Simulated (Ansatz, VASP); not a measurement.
One calculation of Na, two programs

```
Na
1.0
     2.96765    0.00000    0.00000
    -1.48382    2.57006    0.00000
     0.00000    0.00000    2.77247
Na
1
Direct
  0.00000 0.00000 0.00000
```

Alike in both runs: functional PBE; k mesh 13 × 13 × 12; occupations fermi-dirac, width 0.08 eV; no spin polarisation.

Ansatz relaxed the structure, and its values are those at the end. VASP's run is a single point on that final structure, the one shown.

|  | VASP | Ansatz |
| --- | --- | --- |
| version | VASP 6.6.1 | Ansatz 0.2.0 |
| potentials or method | VASP PAW PBE potentials, release 64 (Na_pv) | PAW with Ansatz's default frozen-core files, scalar-relativistic |
| plane-wave cutoff (eV) | 520 | 420 |
| valence electrons in the cell | 7 | 9 |

```tsv
	VASP	Ansatz	Ansatz less VASP
pressure (GPa)	12.3	12.5	+0.11
```

The functional is the same, so the differences come from potentials, cutoffs and numerics. The two sets of potentials don't hold the same shells in valence.
